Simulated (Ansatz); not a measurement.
# Screening in CdSe (Cadmoselite)

Aim: the electronic dielectric constant of CdSe (Cadmoselite) by perturbation theory, a sum over states and the RPA step of G0W0.

Program: Ansatz 0.2.0. Level of theory: linear response on PBE, plane waves, PAW. Results are calculated unless marked as measured.

Report form: the programs' logs are mostly left out.

The database entry behind the starting cell differs from later determinations by our own check (inner coordinate of an old entry), so it need not match the best structure at ambient conditions.

## (1) The starting structure

The structure is hexagonal, space group P6_3mc (No. 186). Conventional cell: a = 4.300 Å, b = 4.300 Å, c = 7.020 Å, α = 90.00°, β = 90.00°, γ = 120.00°. Cd has 4 Se at 2.61 to 2.70 Å nearest. Se has 4 Cd at 2.61 to 2.70 Å nearest. Farther neighbours and most contacts between anions are not listed.

The cell and positions come from the Crystallography Open Database and are kept as given unless a step says otherwise. The default PAW set here is soft_2. Its files were made with PBE.

## (2) Response to a homogeneous field

The response to a uniform field gives ε∞, a yardstick for the screening that GW builds on its mesh.

This step: dielectric response by perturbation theory, PBE, plane waves, PAW.

File input.yaml:

```yaml
crystal:
  lattice:
    - [4.3, 0.0, 0.0]
    - [-2.15, 3.7239092363, 0.0]
    - [0.0, 0.0, 7.02]
  atoms:
    - { symbol: Cd, position: [0.3333333333, 0.6666666667, 0.0] }
    - { symbol: Cd, position: [0.6666666667, 0.3333333333, 0.5] }
    - { symbol: Se, position: [0.3333333333, 0.6666666667, 0.385] }
    - { symbol: Se, position: [0.6666666667, 0.3333333333, 0.885] }
kpoints:
  mp_grid: { grid: [6, 6, 4] }
hamiltonian:
  xc: pbe
scf:
  occupations: { method: fixed }
dielectric: {}
```

The run is started by

```bash
ansatz run input.yaml --threads 3 --pin off --max-ram 92160MiB --backend cuda --events-out ev --progress --plain --runs-dir out --devices 1 --max-vram 13GiB
```

Elapsed: 1.7 min, on 1 × NVIDIA H100 80GB HBM3 (shared by 6 runs) with 3 threads of AMD EPYC 7R13 (Zen 3), shared host; peak memory 4.8 GiB.

Numbers from this step:

- stated error of ε∞: 0.087

One over ε∞ averages 0.13, under the quarter of exact exchange in PBE0, which by this rule of thumb may open the gap too far.

High-frequency dielectric tensor:

```
7.45 0.00 0.00
0.00 7.45 0.00
0.00 0.00 7.44
```

Born effective charge (e), principal values of the symmetric part by kind of site:

```
atom  atoms with these values    low  middle   high   mean
 Cd1                        2   2.17    2.17   2.25   2.20
 Se3                        2  -2.25   -2.17  -2.17  -2.20
```

In full for Se3:

```
-2.17  0.00  0.00
 0.00 -2.17  0.00
 0.00  0.00 -2.25
```

## (3) Independent-particle spectrum

The independent-particle spectrum shows where the oscillator strength lies, before excitons and local fields.

This step: independent-particle optics on PBE, plane waves, PAW.

input.yaml: that of step 2 with these lines changed.

```diff
@@ -16,2 +16,4 @@
   occupations: { method: fixed }
-dielectric: {}
+  n_extra_bands: 77
+output:
+  optics: { e_range: [0, 25], de: 0.1, sigma: 0.2 }
```

Elapsed: 1.9 min, on 1 × NVIDIA H100 80GB HBM3 (shared by 6 runs) with 3 threads; peak memory 1.7 GiB; 4.1 min of CPU time.

This step gave:

| Property | Result |
| --- | --- |
| ε∞ without local fields (xx, yy, zz) | 7.873, 7.873, 7.841 |
| electrons in the f-sum (xx, yy, zz) | 36.22, 36.22, 36.14 |
| bands in the explicit sum (the static value is completed to all bands) | 113 |

The sum gives ε∞ = 7.87 and 7.84 without local fields.

The ε₂ has structure finer than the step of the table below, so its rows give means over 1 eV, whole bins alone (the curve runs from 0 to 25 eV). Peaks (eV: height): xx=yy 5.1: 8.42, 6.2: 10.1; zz 4.0: 10.6, 6.2: 11.7.

Independent particles, no local fields, Gaussian width 0.2 eV. Table of ε₂ by photon energy; means over each step:

```
photon energy (eV)  xx=yy     zz
                 1   1.15   1.20
                 2   1.98   2.12
                 3   4.06   3.14
                 4   7.32   9.14
                 5   7.47   6.13
                 6   7.80   8.05
                 7   6.94   6.03
                 8   3.98   4.06
                 9   2.33   2.45
                10   1.46   1.56
                11   1.41   1.25
                12  0.805  0.850
                13  0.826  0.835
                14  0.838  0.910
                15  0.704  0.696
                16  0.539  0.559
                17  0.524  0.482
                18  0.425  0.394
                19  0.457  0.457
                20  0.468  0.532
                21  0.441  0.495
                22  0.392  0.413
                23  0.353  0.331
                24  0.345  0.350
```

The loss function has structure finer than the step of the table below, so its rows give means over 1 eV, whole bins alone (the curve runs from 0 to 25 eV). Peaks (eV: height): xx=yy 12.3: 1.36, 13.3: 1.37, 16.0: 1.58, 17.6: 1.27; zz 12.4: 1.32, 13.3: 1.32, 14.7: 1.42, 16.1: 1.64, 17.5: 1.24.

Independent particles, no local fields, Gaussian width 0.2 eV. Table of loss function by photon energy; means over each step:

```
photon energy (eV)   xx=yy      zz
                 1  0.0164  0.0171
                 2  0.0285  0.0320
                 3  0.0432  0.0344
                 4  0.0693  0.0635
                 5   0.116   0.159
                 6   0.108  0.0888
                 7   0.141   0.163
                 8   0.180   0.194
                 9   0.290   0.312
                10   0.510   0.447
                11   0.593   0.698
                12    1.08    1.09
                13    1.21    1.18
                14    1.16    1.05
                15    1.31    1.31
                16    1.50    1.53
                17    1.12    1.13
                18    1.09   0.954
                19   0.798   0.702
                20   0.785   0.740
                21   0.798   0.830
                22   0.740   0.820
                23   0.616   0.591
                24   0.596   0.587
```

## (4) RPA screening from the G0W0 run

G0W0 replaces the xc potential by the self-energy, built once from these orbitals. Only a window of levels is corrected, while the sums run over the empty bands that the input names.

This step: G0W0 on PBE, plane waves, PAW.

input.yaml, the sections that differ from step 3:

```yaml
kpoints:
  mp_grid: { grid: [6, 6, 2] }
scf:
  occupations: { method: fixed }
gw:
  n_empty_bands: 721
  ecut_chi: 200.0
  qp_bands: [v2, c2]
  qp_kpoints: band_edges
  screening: { model: contour_deformation }
# crystal, hamiltonian: as in step 3
# output: removed
```

It took 69 s on 1 × NVIDIA H100 80GB HBM3 (shared by 6 runs) with 3 threads; peak memory 2.8 GiB; 1.9 min of CPU time.

This step gave:

```
bands summed                                 : 757
RPA ε∞ on this mesh (eigenvalues)            : 15.57, 15.57, 15.85
plane waves in the screening matrix          : 701
G0W0 gap on the mesh                         : 1.318 eV
k of the valence top                         : 0, 0, 0
k of the conduction bottom                   : 0, 0, 0
starting gap on the mesh                     : 0.7031 eV
least direct G0W0 gap on the computed points : 1.318 eV
```

The gap on the mesh goes from 0.70 eV to 1.32 eV, a correction of +0.61 eV. Between the two edge states, bare exchange in place of the xc potential would open the gap by 5.88 eV, and correlation takes back 5.26 eV.

Mean over the mesh in bins of 0.25 1/Å. Table of static inverse dielectric function, diagonal by length of q+G:

length of q+G (Å⁻¹), static inverse dielectric function, diagonal and a bar from the least value:
```
     0.28      0.183 
     0.52      0.241 ##
     0.78      0.313 #####
     1.03      0.395 ########
     1.29      0.470 ###########
     1.51      0.537 #############
     1.76      0.605 ################
     2.00      0.666 ##################
     2.25      0.718 ####################
     2.50      0.760 #####################
     2.77      0.797 #######################
     3.01      0.827 ########################
     3.26      0.854 #########################
     3.50      0.877 ##########################
     3.74      0.896 ###########################
     4.00      0.914 ###########################
     4.25      0.928 ############################
     4.50      0.939 ############################
     4.75      0.949 ############################
     5.00      0.957 #############################
     5.25      0.963 #############################
     5.50      0.969 #############################
     5.75      0.973 #############################
     6.00      0.977 ##############################
     6.25      0.980 ##############################
     6.50      0.983 ##############################
     6.75      0.986 ##############################
     7.00      0.988 ##############################
     7.18      0.989 ##############################
```

## (5) The values together

Times are wall times on 1 × NVIDIA H100 80GB HBM3 (shared by 6 runs) with 3 threads of AMD EPYC 7R13 (Zen 3), shared host, good to a factor of about two.

```
                                          method                             mesh  ε∞, low  middle   high   mean     time
perturbation theory (local fields and xc kernel)  6×6×4 (response on 1568 points)     7.44    7.45   7.45   7.45  1.7 min
               sum over states (no local fields)                            6×6×4     7.84    7.87   7.87   7.86  1.9 min
           RPA with local fields, on the GW mesh                            6×6×2    15.57   15.57  15.85  15.66     69 s
```

## (6) Outcome

| Quantity | Value |
| --- | --- |
| perturbation theory (local fields and xc kernel) | 7.44, 7.45, 7.45 |
| sum over states (no local fields) | 7.84, 7.87, 7.87 |
| RPA with local fields, on the GW mesh | 15.57, 15.57, 15.85 |

In words: Mean Born effective charge: Cd1 2.20, Se3 -2.20 e. Distinct peaks of the ε₂ (xx=yy) stand at 5.1 and 6.2 eV; the one at 6.2 eV is strongest. The most distinct maxima of the loss function (xx=yy) lie at 12.3, 13.3, 16.0 and 17.6 eV, the highest at 16 eV. The sum without local fields gives 7.86 in the mean against 7.45 by perturbation theory; local fields lower ε∞ and the xc kernel gives part of it back, though the sum also carries the error of its own mesh. The RPA values on the 6×6×2 mesh average 2.10 times those of perturbation theory (means 15.66 and 7.45). Without the xc kernel RPA should lie a little lower; it lies higher here. Perturbation theory sums its response on a denser mesh of its own, so the coarser sum of the GW run is the likely cause. PBE usually puts the gap too low, which tends to raise ε∞. Ions are clamped, so the lattice part of the static constant is not in these numbers.

[Paths, hosts, dates, memory and timing lines, banners, echoed tables and standing remarks are left out of the program output.]

[Logs are printed without paths, hosts, clocks, repeated set-up lines and the standing remarks that a program may print on its own settings, such as how far it seeks lower states.]

[Runs of the session that timed out or met a known fault of the program may be left out.]

[Cells called generated may have been cut or substituted from an entry of the Crystallography Open Database or the Materials Project.]

[Hosts, paths, dates, database ids (printed as entryN), source tags and the programs' standing remarks are cut or masked in the printed files.]
